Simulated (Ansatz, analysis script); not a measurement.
# Magnetovolume effects in a free-standing square Os monolayer, spacing 2.74 Å, part 2 of 2

Wanted: energy and moment of a free-standing square Os monolayer, spacing 2.74 Å against in-plane size, with typed moments, small moments and no spin.

Ansatz 0.2.0; PBE with U = 1 eV on Os d, PAW set soft_2.

So far, largest spin moment in the atom's sphere (μB): step 3 (factor 0.86, typed moments) 0.962; step 4 (factor 0.86, starting moments cut to 30 %) 0.962; step 5 (scale 0.94) 0.994.

## Step 6: Factor 1, typed moments

Level of this step: Ansatz DFT, collinear, cell scaled along its periodic directions (Ansatz).

input.yaml

```yaml
crystal:
  lattice:
    - [2.74, 0.0, 0.0]
    - [0.0, 2.74, 0.0]
    - [0.0, 0.0, 14.0]
  atoms:
    - { symbol: Os, position: [0.0, 0.0, 0.5], spin: 1.0 }
magnetization:
  spin_polarized: true
kpoints:
  mp_grid: { grid: [5, 5, 1] }
hamiltonian:
  xc: pbe
  hubbard: { sites: [{ species: Os, l: d, u_eff: 1.0 }] }
scf:
  occupations: { method: fermi_dirac, width: 0.05 }
  max_iter: 120
  convergence: { dr2_threshold: 1.0e-08 }
basis:
  ecutwfc: 420.0
output:
  stress: true
```

Launch:

```bash
ansatz run input.yaml --threads 1 --pin off --max-ram 2048MiB --backend cpu --events-out ev --progress --plain --runs-dir out
```

Numbers of over 12 decimals in the logs are rounded to 6 here.

Output:

```text
[...]
Crystal: 1 atoms, lattice volume = 105.106 Å³
Basis set: ecut = 420 eV, 2107 PW (Γ)
Bands: 13, of which v1, the nominal top of the filled ones, is band 8 counted from 1 (7 counted from 0)
Symmetry: 16 space group operations
[...]
k-points: 6 of 25
[...]
Internal energy: -11379.890858 eV  (E = F + TS)
E sigma→0 (E₀):  -11379.899095 eV
Entropy (-TS):   -0.016474 eV (-16.474 meV/atom)
Fermi energy:    -0.971706 eV
[...]
--- Stress (GPa, compression-positive) ---
       -8.345683      -0.000000       0.000000
       -0.000000      -8.345683       0.000000
        0.000000       0.000000       0.000007
  P = ⅓ Tr σ = -5.5638 GPa (-55.638 kbar)
Occupation matrices written to <dir>
[key lines of the parts left out:]
SCF converged after 26 iterations
Magnetization: 2.0433 μB (9.0217 up, 6.9783 down)
Free energy (F): -11379.907332 eV
```

Run time: 30 s. Hardware: 1 thread of Arm Neoverse N1, shared host; peak memory 0.32 GiB.

It ends ferromagnetic, with 1.68 μB on the largest site.

Between step 3 and this run (scale 1) the value for the largest spin moment in the atom's sphere moves from 0.962 μB to 1.68 μB (+74 %).

## Step 7: Factor 1.07, typed moments

input.yaml, as its differences from that of step 6:

```diff
@@ -2,4 +2,4 @@
   lattice:
-    - [2.74, 0.0, 0.0]
-    - [0.0, 2.74, 0.0]
+    - [2.83427804, 0.0, 0.0]
+    - [0.0, 2.83427804, 0.0]
     - [0.0, 0.0, 14.0]
```

Output:

```text
[...]
Crystal: 1 atoms, lattice volume = 112.464 Å³
Basis set: ecut = 420 eV, 2219 PW (Γ)
Bands: 13, of which v1, the nominal top of the filled ones, is band 8 counted from 1 (7 counted from 0)
Symmetry: 16 space group operations
[...]
k-points: 6 of 25
[...]
Internal energy: -11379.545041 eV  (E = F + TS)
E sigma→0 (E₀):  -11379.549053 eV
Entropy (-TS):   -0.008023 eV (-8.023 meV/atom)
Fermi energy:    -1.040449 eV
[...]
--- Stress (GPa, compression-positive) ---
       -7.758197       0.000000       0.000000
        0.000000      -7.758197       0.000000
        0.000000       0.000000       0.000106
  P = ⅓ Tr σ = -5.1721 GPa (-51.721 kbar)
Occupation matrices written to <dir>
[key lines of the parts left out:]
SCF converged after 16 iterations
Magnetization: 2.3644 μB (9.1822 up, 6.8178 down)
Free energy (F): -11379.553065 eV
```

The job ended after 29 s (1 thread; peak memory 0.33 GiB).

It ends ferromagnetic, with 2.02 μB on the largest site.

Between step 3 and this run (scale 1.07) the value for the largest spin moment in the atom's sphere moves from 0.962 μB to 2.02 μB (+111 %).

## Step 8: Factor 1.12, no spin

input.yaml, the sections that differ from step 7:

```yaml
crystal:
  lattice:
    - [2.89974344, 0.0, 0.0]
    - [0.0, 2.89974344, 0.0]
    - [0.0, 0.0, 14.0]
  atoms:
    - { symbol: Os, position: [0.0, 0.0, 0.5] }
# kpoints, hamiltonian, scf, basis, output: as in step 7
# magnetization: removed
```

Output:

```text
[...]
Crystal: 1 atoms, lattice volume = 117.719 Å³
Basis set: ecut = 420 eV, 2283 PW (Γ)
Bands: 12, of which v1, the nominal top of the filled ones, is band 8 counted from 1 (7 counted from 0)
Symmetry: 16 space group operations
[...]
k-points: 6 of 25
[...]
SCF iter  18: F=-11378.743349 eV  HF=-11378.743349 eV  |F-HF|=3.07e-7  |Δ(HF+E_count)|=   5.90e-7  Δρ=4.88e-6  dr2=7.83e-9  ethr=6.25e-11  ⟨swp⟩=3.5  Hψ=264  notcnv=0
SCF 1 converged in 18 iterations: F = -11378.743349 eV  dr2 = 7.83e-9
[...]
SCF converged after 18 iterations
Free energy (F): -11378.743349 eV
[...]
Internal energy: -11378.688888 eV  (E = F + TS)
E sigma→0 (E₀):  -11378.716119 eV
Entropy (-TS):   -0.054461 eV (-54.461 meV/atom)
Fermi energy:    -2.088904 eV
[...]
--- Stress (GPa, compression-positive) ---
      -11.434424       0.000000       0.000000
        0.000000     -11.434424       0.000000
        0.000000       0.000000       0.000094
  P = ⅓ Tr σ = -7.6229 GPa (-76.229 kbar)
Occupation matrices written to <dir>
```

Run time: 2.9 s. Hardware: 1 thread; peak memory 0.27 GiB.

This is the reference without moments at this size.

18 more runs differ from these in the same keys alone and are tabled below.

## Step 9: Analysis

| factor | E typed (meV/atom) | E small | E no spin | largest moment, typed (μB) | small | state, typed | state, small |
| --- | --- | --- | --- | --- | --- | --- | --- |
| 0.86 | 0.0 | 0.0 | 150.4 | 0.96 | 0.96 | ferromagnetic | ferromagnetic |
| 0.9 | 187.2 | 187.2 | 363.3 | 0.98 | 0.98 | ferromagnetic | ferromagnetic |
| 0.94 | 418.4 | 418.4 | 618.9 | 0.99 | 0.99 | ferromagnetic | ferromagnetic |
| 0.97 | 610.9 | 610.9 | 828.7 | 1.01 | 1.01 | ferromagnetic | ferromagnetic |
| 1 | 791.9 | 791.9 | 1048.2 | 1.68 | 1.68 | ferromagnetic | ferromagnetic |
| 1.03 | 943.9 | 943.9 | 1273.5 | 1.92 | 1.92 | ferromagnetic | ferromagnetic |
| 1.07 | 1146.2 | 1146.2 | 1577.5 | 2.02 | 2.02 | ferromagnetic | ferromagnetic |
| 1.12 | 1405.3 | 1405.3 | 1955.9 | 2.09 | 2.09 | ferromagnetic | ferromagnetic |

## Step 10: Outcome

- lowest run: factor 0.86, typed moments (an end of the range)
- largest moment, typed start: 0.962 μB at 0.86 to 2.09 μB at 1.12
- gain by magnetism: 150.4 to 550.6 meV/atom

From a factor of 0.86 to 1.12 the largest moment goes from 0.96 to 2.09 μB. The moment grows with the cell, as narrower bands favour. Site moments are taken in spheres that grow with the cell. It rises fastest, by 0.67 μB between 0.97 and 1; the grid is too coarse to tell a step from a steep rise, and under a U the orbital filling can change as well. Both magnetic starts, which share one pattern of signs, end on one state at every size; other orders were not tried. The cell's shape and the atoms were not relaxed. The 24 scaled-cell runs took 8.4 min of wall time, added up. The mesh is coarse for a state with partly filled levels, so small values and close rankings are not settled. Under a U each run can settle in its own orbital filling.

[Logs and program files are shortened in this print: banners, set-up blocks, solver, clock and traceback lines can be left out without a mark of their own.]

[Logs are printed without paths, hosts, clocks, repeated set-up lines and the standing remarks that a program may print on its own settings, such as how far it seeks lower states.]

[Hosts, paths, dates, database ids (printed as entryN), source tags and the programs' standing remarks are cut or masked in the printed files.]

[Where the input sets lower_state_search to off, the program did not look for lower states, so one may exist.]
